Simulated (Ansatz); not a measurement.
## All-electron card of CdF2

```yaml
crystal:
  lattice:
    - [0.00000, 2.69400, 2.69400]
    - [2.69400, 0.00000, 2.69400]
    - [2.69400, 2.69400, 0.00000]
  atoms:
    - { symbol: Cd, position: [0.00000, 0.00000, 0.00000] }
    - { symbol: F, position: [0.25000, 0.25000, 0.25000] }
    - { symbol: F, position: [0.75000, 0.75000, 0.75000] }
```

Atom numbers follow the list: Cd1, F2, F3.

The geometry is COD entry 9009006, unchecked; take it as a test cell.

All numbers are computed: DFT, LDA, all-electron LAPW, scalar-relativistic (Ansatz 0.2.0); DFT, LDA, PAW with Ansatz's default frozen-core files, scalar-relativistic (Ansatz 0.2.0).

For LAPW: a Γ-centred 8×8×8 k mesh, Fermi–Dirac smearing of 0.02 eV, basis error target 1 meV/atom, no spin polarisation. PAW takes a cutoff of 420 eV at this cell (files made with PBE, cores remade for this functional). The Ansatz runs share mesh, smearing and spin set-up. Values come from LAPW unless marked.

| Property | Result |
| --- | --- |
| Löwdin charges (with 0.15 e of the cell spilling out of the atomic basis, so their sizes and signs hang on that basis) | Cd1 1.52, F2 -0.69 e |
| Pressure at this cell | -5.67 GPa |
| Volume per atom | 13.03 Å³ |

(1) Predict this quantity. Bader charges (from the PAW run).

(2) Predict this quantity. Smallest direct gap on the path.

(3) Give the computed value. Band gap.

Results:

(1) Cd1 +1.44, F2 -0.72 e.

(2) 3.27 eV.

(3) 2.80 eV, indirect from W (0.5, 0.25, 0.75) to Γ.
